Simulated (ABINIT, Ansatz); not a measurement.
**SiC (Moissanite): G0W0 on several meshes in ABINIT**

Wanted: mesh dependence and cost of G0W0 for SiC (Moissanite).

Method: PBE and many-body steps on it, plane waves, in ABINIT 10.8.3.

## Step 1: Set-up

Symmetry: P6_3mc, No. 186, hexagonal system. Conventional cell: a = 3.076 Å, b = 3.076 Å, c = 5.048 Å, α = 90.00°, β = 90.00°, γ = 120.00°. Nearest to Si lie 4 C at 1.87 to 1.94 Å. C has 4 Si at 1.87 to 1.94 Å nearest. Farther neighbours are not listed.

The cell and positions come from the Crystallography Open Database and are kept as given unless a step says otherwise.

## Step 2: Empty states on the mesh, 6×6×4 mesh, 553 bands

This step: ABINIT 10.8.3; DFT, PBE, plane waves, norm-conserving pseudopotentials.

The sums over transitions need many empty states on a uniform mesh; this step solves for them.

File run.abi:

```
acell 3*1.0 Angstrom
rprim 
  3.075999999976 0.000000000005 0.000000000000
  -1.537999999993 2.663894142018 0.000000000000
  0.000000000000 0.000000000000 5.048000000000
ntypat 2
znucl 14 6
natom 4
typat 1 1 2 2
xred 
  0.333333333333 0.666666666667 0.000000000000
  0.666666666667 0.333333333333 0.500000000000
  0.333333333333 0.666666666667 0.385000000000
  0.666666666667 0.333333333333 0.885000000000
pp_dirpath "pseudos"
pseudos "Si.upf, C.upf"
ecut 37
ngkpt 6 6 4
nshiftk 1
shiftk 0 0 0
kptopt 1
chksymbreak 0
irdden 1
istwfk *1
nband 553
prtvol 0
optdriver 6
gwr_task "HDIAGO"
paral_kgb 0
occopt 1
indata_prefix "in"
outdata_prefix "out"
tmpdata_prefix "tmp"
```

Started as:

```console
OMP_NUM_THREADS=1 mpirun -n 4 abinit run.abi > log
```

Output:

```text
.Version 10.8.3 of ABINIT. v10.8.2 released Aug 2026.

 Symmetries : space group P6_3 m c (#186); Bravais hP (primitive hexag.)
[... echo of the input left out ...]
== DATASET  1 ==================================================================
-   mpi_nproc: 4, omp_nthreads: 1 (-1 if OMP is not activated)

--- !DatasetInfo
iteration_state: {dtset: 1, }
dimensions: {natom: 4, nkpt: 21, mband: 553, nsppol: 1, nspinor: 1, nspden: 1, mpw: 3018, }
cutoff_energies: {ecut:  37.0, pawecutdg:  -1.0, }
[...]
Indirect band gap semiconductor
 Fundamental gap:     2.329 (eV)
   VBM:     7.139 (eV) at k: [ 0.0000E+00,  0.0000E+00,  0.0000E+00]
   CBM:     9.468 (eV) at k: [ 3.3333E-01,  3.3333E-01,  0.0000E+00]
 Direct gap:         4.083 (eV) at k: [ 5.0000E-01,  0.0000E+00,  0.0000E+00]

== END DATASET(S) ==============================================================
================================================================================

 -outvars: echo values of variables after computation  --------
           etotal      0.0000000000E+00
            nband         553
             nkpt          21
          spgroup         186
 [... the other variables as echoed above ...]

 Calculation completed.
```

The job ended after 84 s (4 MPI ranks of Intel Xeon Platinum 8488C (Sapphire Rapids), shared host; peak memory 2.3 GiB).

Numbers from this step:

```
gap                                                           : 2.329 eV
k of the valence top                                          : 0, 0, 0
k of the conduction bottom                                    : 0.3333, 0.3333, 0
least direct gap                                              : 4.083 eV
k points computed                                             : 21
lowest point of the top converged band, above the valence top : 296.1067 eV
```

On this mesh the gap is 2.329 eV.

The density comes from a self-consistent run that is not shown.

## Step 3: Screening, 6×6×4 mesh, 227 bands, screening to 247.6 eV

The RPA dielectric matrix is built and inverted for each q.

This step: RPA screening on PBE, plane waves, norm-conserving pseudopotentials.

run.abi: that of step 2 with these lines changed.

```diff
@@ -22,10 +22,11 @@
 chksymbreak 0
-irdden 1
 istwfk *1
-nband 553
-prtvol 0
-optdriver 6
-gwr_task "HDIAGO"
-paral_kgb 0
 occopt 1
+irdwfk 1
+optdriver 3
+nband 227
+ecuteps 9.1
+inclvkb 2
+awtr 1
+symchi 1
 indata_prefix "in"
```

Output:

```text
.Version 10.8.3 of ABINIT. v10.8.2 released Aug 2026.

 Symmetries : space group P6_3 m c (#186); Bravais hP (primitive hexag.)
[... echo of the input left out ...]
== DATASET  1 ==================================================================
-   mpi_nproc: 4, omp_nthreads: 1 (-1 if OMP is not activated)

--- !DatasetInfo
iteration_state: {dtset: 1, }
dimensions: {natom: 4, nkpt: 21, mband: 227, nsppol: 1, nspinor: 1, nspden: 1, mpw: 3018, }
cutoff_energies: {ecut:  37.0, pawecutdg:  -1.0, }
electrons: {nelect:   1.60000000E+01, charge:   0.00000000E+00, occopt:   1.00000000E+00, tsmear:   1.00000000E-02, }

 SCREENING: Calculation of the susceptibility and dielectric matrices

 Based on a program developped by R.W. Godby, V. Olevano, G. Onida, and L. Reining.
 Incorporated in ABINIT by V. Olevano, G.-M. Rignanese, and M. Torrent.
.Using double precision arithmetic ; gwpc =  8

[... cell and pseudopotentials left out ...]
--------------------------------------------------------------------------------

 ==== K-mesh for the wavefunctions ====
 Number of points in the irreducible wedge :    21
[... list of points left out ...]
 Together with 12 symmetry operations and time-reversal symmetry
 yields   144 points in the full Brillouin Zone.

 ==== Q-mesh for the screening function ====
 Number of points in the irreducible wedge :    21
[... list of points left out ...]
 Together with 12 symmetry operations and time-reversal symmetry
 yields   144 points in the full Brillouin Zone.

 setmesh: FFT mesh size selected  =    24x   24x   40
          total number of points  =        23040

 vcoul_init : cutoff-mode = AUXILIARY_FUNCTION
 q-points for optical limit:   1
     1)      0.000010    0.000020    0.000030

- screening: taking advantage of time-reversal symmetry
- Maximum band index for partially occupied states nbvw = 8
- Remaining bands to be divided among processors   nbcw = 219
- Number of bands treated by each node ~54

 Number of electrons calculated from density =   16.0000; Expected =   16.0000
 average of density, n =  0.057319
 r_s =    1.6089
 omega_plasma =   23.0944 [eV]

 calculating chi0 at frequencies [eV] :
  1    0.000000E+00    0.000000E+00
  2    0.000000E+00    2.309436E+01

--------------------------------------------------------------------------------
  q-point number  1        q = ( 0.000000, 0.000000, 0.000000) [r.l.u.]
--------------------------------------------------------------------------------
[... chi0 elements left out ...]
 For q-point:  0.000010 0.000020 0.000030
  dielectric constant =   6.8433
  dielectric constant without local fields =   7.4946

  Average fulfillment of the sum rule on Im[epsilon] for q-point    1 :     93.90  [%]
[... wings left out ...]
  q-point number  2        q = ( 0.166667, 0.000000, 0.000000) [r.l.u.]
--------------------------------------------------------------------------------
[... chi0 elements left out ...]
  Average fulfillment of the sum rule on Im[epsilon] for q-point    2 :     96.17  [%]

 [... 19 further q-points ...]
```

Wall time 6.6 min (4 MPI ranks); peak memory 2.6 GiB.

This step gave:

| Quantity | Value |
| --- | --- |
| ε∞ with local fields, on this mesh, along the program's q direction | 6.843 |
| the same without local fields | 7.495 |
| plasma frequency | 23.09 eV |
| plane waves in the screening matrix | 373 |

Local fields lower ε∞ by 9 %.

## Step 4: 6×6×4

The self-energy is evaluated for the states that the input lists, and the levels follow from it, in one-shot runs by the linearised quasiparticle equation.

This step: G0W0 on PBE, plane waves, norm-conserving pseudopotentials.

run.abi: that of step 3 with these lines changed.

```diff
@@ -25,8 +25,19 @@
 irdwfk 1
-optdriver 3
+optdriver 4
 nband 227
+gwcalctyp 0
+ecutsigx 37
+symsigma 1
+nkptgw 3
+kptgw 
+  0.0000000000 0.0000000000 0.0000000000
+  0.3333333333 0.3333333333 0.0000000000
+  0.5000000000 0.0000000000 0.0000000000
+bdgw 
+  6 10
+  7 10
+  7 10
 ecuteps 9.1
-inclvkb 2
-awtr 1
-symchi 1
+irdscr 1
+ppmodel 1
 indata_prefix "in"
```

Output:

```text
.Version 10.8.3 of ABINIT. v10.8.2 released Aug 2026.

 Symmetries : space group P6_3 m c (#186); Bravais hP (primitive hexag.)
[... echo of the input left out ...]
== DATASET  1 ==================================================================
-   mpi_nproc: 4, omp_nthreads: 1 (-1 if OMP is not activated)

--- !DatasetInfo
iteration_state: {dtset: 1, }
dimensions: {natom: 4, nkpt: 21, mband: 227, nsppol: 1, nspinor: 1, nspden: 1, mpw: 3018, }
cutoff_energies: {ecut:  37.0, pawecutdg:  -1.0, }
electrons: {nelect:   1.60000000E+01, charge:   0.00000000E+00, occopt:   1.00000000E+00, tsmear:   1.00000000E-02, }

 SIGMA: Calculation of the GW corrections

 Based on a program developped by R.W. Godby, V. Olevano, G. Onida, and L. Reining.
 Incorporated in ABINIT by V. Olevano, G.-M. Rignanese, and M. Torrent.
.Using double precision arithmetic ; gwpc =  8

[... cell and pseudopotentials left out ...]
--------------------------------------------------------------------------------

 ==== K-mesh for the wavefunctions ====
 Number of points in the irreducible wedge :    21
[... list of points left out ...]
 Together with 12 symmetry operations and time-reversal symmetry
 yields   144 points in the full Brillouin Zone.

 ==== Q-mesh for screening function ====
 Number of points in the irreducible wedge :    21
[... list of points left out ...]
 Together with 12 symmetry operations and time-reversal symmetry
 yields   144 points in the full Brillouin Zone.

 vcoul_init : cutoff-mode = AUXILIARY_FUNCTION
 q-points for optical limit:   1
     1)      0.000010    0.000020    0.000030
 setmesh: FFT mesh size selected  =    27x   27x   54
          total number of points  =        39366

 Number of electrons calculated from density =   16.0000; Expected =   16.0000
 average of density, n =  0.057319
 r_s =    1.6089
 omega_plasma =   23.0944 [eV]

 === KS Band Gaps ===
  >>>> For spin  1
   Minimum direct gap =   4.0829 [eV], located at k-point      :   0.5000  0.0000  0.0000
   Fundamental gap    =   2.3294 [eV], Top of valence bands at :   0.0000  0.0000  0.0000
                                       Bottom of conduction at :   0.3333  0.3333  0.0000
 SIGMA fundamental parameters:
 PLASMON POLE MODEL  1
 number of plane-waves for SigmaX                 2997
 number of plane-waves for SigmaC and W            373
 number of plane-waves for wavefunctions          2997
 number of bands                                   227
 number of independent spin polarizations            1
 number of spinorial components                      1
 number of k-points in IBZ                          21
 number of q-points in IBZ                          21
 number of symmetry operations                      12
 number of k-points in BZ                          144
 number of q-points in BZ                          144
 number of frequencies for dSigma/dE                 9
 frequency step for dSigma/dE [eV]                0.25
 number of omega for Sigma on real axis              0
 max omega for Sigma on real axis  [eV]           0.00
 zcut for avoiding poles [eV]                     0.10

 EPSILON^-1 parameters (SCR file):
 dimension of the eps^-1 matrix on file            373
 dimension of the eps^-1 matrix used               373
 number of plane-waves for wavefunctions          2997
 number of bands                                   227
 number of q-points in IBZ                          21
 number of frequencies                               2
 number of real frequencies                          1
 number of imag frequencies                          1

 matrix elements of self-energy operator (all in [eV])

 Perturbative Calculation

--- !SelfEnergy_ee
iteration_state: {dtset: 1, }
kpoint     : [   0.000,    0.000,    0.000, ]
spin       : 1
KS_gap     :    4.620
QP_gap     :    5.500
Delta_QP_KS:    0.880
data: !SigmaeeData |
     Band     E0 <VxcDFT>   SigX SigC(E0)      Z dSigC/dE  Sig(E)    E-E0       E
        6   6.864 -15.055 -17.694   1.893   0.791  -0.264 -15.646  -0.591   6.273
        7   6.864 -15.055 -17.694   1.893   0.791  -0.264 -15.646  -0.591   6.273
        8   7.139 -14.882 -17.276   1.686   0.793  -0.261 -15.443  -0.561   6.577
        9  11.758 -12.188  -7.007  -4.785   0.805  -0.242 -11.869   0.319  12.077
       10  13.157 -12.746  -7.214  -5.184   0.793  -0.261 -12.470   0.276  13.433

--- !SelfEnergy_ee
iteration_state: {dtset: 1, }
kpoint     : [   0.333,    0.333,    0.000, ]
spin       : 1
KS_gap     :    6.371
QP_gap     :    7.430
Delta_QP_KS:    1.059
data: !SigmaeeData |
     Band     E0 <VxcDFT>   SigX SigC(E0)      Z dSigC/dE  Sig(E)    E-E0       E
        7   3.097 -12.979 -16.874   2.739   0.781  -0.280 -13.882  -0.903   2.194
[...]
--- !SelfEnergy_ee
iteration_state: {dtset: 1, }
kpoint     : [   0.500,    0.000,    0.000, ]
spin       : 1
KS_gap     :    4.083
QP_gap     :    5.034
Delta_QP_KS:    0.952
data: !SigmaeeData |
     Band     E0 <VxcDFT>   SigX SigC(E0)      Z dSigC/dE  Sig(E)    E-E0       E
[...]
8   5.651 -14.535 -17.688   2.213   0.788  -0.268 -15.276  -0.741   4.909
        9   9.734 -10.592  -6.058  -4.278   0.821  -0.219 -10.382   0.210   9.944
       10  11.338 -11.767  -6.941  -4.409   0.809  -0.237 -11.429   0.338  11.676

== END DATASET(S) ==============================================================
================================================================================

 -outvars: echo values of variables after computation  --------
           etotal      0.0000000000E+00
            nband         227
             nkpt          21
          spgroup         186
 [... the other variables as echoed above ...]

 Calculation completed.
```

Elapsed: 2 min, on 4 MPI ranks; peak memory 2.9 GiB.

This step gave:

* G0W0 gap on the points computed: 3.048 eV
* starting gap on the mesh: 2.329 eV
* k of the valence top: 0, 0, 0
* k of the conduction bottom: 0.3333, 0.3333, 0
* Z at the valence top: 0.793
* Z at the conduction bottom: 0.825
* least direct G0W0 gap on the computed points: 5.035 eV

The gap on the mesh goes from 2.33 eV to 3.05 eV, a correction of +0.72 eV.

## Step 5: Empty states on the mesh, 3×3×2 mesh, 235 bands

This step: DFT, PBE, plane waves, norm-conserving pseudopotentials.

run.abi: that of step 4 with these lines changed.

```diff
@@ -17,3 +17,3 @@
 ecut 37
-ngkpt 6 6 4
+ngkpt 3 3 2
 nshiftk 1
@@ -22,22 +22,10 @@
 chksymbreak 0
+irdden 1
 istwfk *1
+nband 235
+prtvol 0
+optdriver 6
+gwr_task "HDIAGO"
+paral_kgb 0
 occopt 1
-irdwfk 1
-optdriver 4
-nband 227
-gwcalctyp 0
-ecutsigx 37
-symsigma 1
-nkptgw 3
-kptgw 
-  0.0000000000 0.0000000000 0.0000000000
-  0.3333333333 0.3333333333 0.0000000000
-  0.5000000000 0.0000000000 0.0000000000
-bdgw 
-  6 10
-  7 10
-  7 10
-ecuteps 9.1
-irdscr 1
-ppmodel 1
 indata_prefix "in"
```

Output:

```text
[banner, memory and clock lines left out]
.Version 10.8.3 of ABINIT. v10.8.2 released Aug 2026.

 Symmetries : space group P6_3 m c (#186); Bravais hP (primitive hexag.)
[... echo of the input left out ...]
== DATASET  1 ==================================================================
-   mpi_nproc: 4, omp_nthreads: 1 (-1 if OMP is not activated)

--- !DatasetInfo
iteration_state: {dtset: 1, }
dimensions: {natom: 4, nkpt: 6, mband: 235, nsppol: 1, nspinor: 1, nspden: 1, mpw: 3018, }
cutoff_energies: {ecut:  37.0, pawecutdg:  -1.0, }
[...]
Integrated=    1.6000E+01

 === KS gaps after direct diagonalization ===
 Indirect band gap semiconductor
 Fundamental gap:     2.329 (eV)
   VBM:     7.139 (eV) at k: [ 0.0000E+00,  0.0000E+00,  0.0000E+00]
   CBM:     9.468 (eV) at k: [ 3.3333E-01,  3.3333E-01,  0.0000E+00]
 Direct gap:         4.403 (eV) at k: [ 3.3333E-01,  0.0000E+00,  0.0000E+00]

== END DATASET(S) ==============================================================

 -outvars: echo values of variables after computation  --------
           etotal      0.0000000000E+00
            nband         235
             nkpt           6
          spgroup         186
 [... the other variables as echoed above ...]

 Calculation completed.
```

Elapsed: 29 s, on 4 MPI ranks; peak memory 2.2 GiB.

This step gave:

```yaml
gap: 2.329 eV
k_of_the_valence_top: 0, 0, 0
k_of_the_conduction_bottom: 0.3333, 0.3333, 0
least_direct_gap: 4.403 eV
k_points_computed: 6
lowest_point_of_the_top_converged_band_above_the_valence_top: 157.7243 eV
```

On this mesh the gap is 2.329 eV.

(Continued in part 2 of 2.)

[Paths, hosts, dates, memory and timing lines, banners, echoed tables and standing remarks are left out of the program output.]

[Logs are printed without paths, hosts, clocks, repeated set-up lines and the standing remarks that a program may print on its own settings, such as how far it seeks lower states.]

[Runs of the session that timed out or met a known fault of the program may be left out.]

[Hosts, paths, dates, database ids (printed as entryN), source tags and the programs' standing remarks are cut or masked in the printed files.]

[G0W0 gaps are taken among the corrected bands and points alone; a level outside them can change the order at an edge.]

[Where Ansatz stands beside ABINIT at settings called matched, ABINIT's density can come from a denser mesh and the files from another edition; pairs whose starting gaps differed by over 0.03 eV were left out, so agreement reads better than it is.]
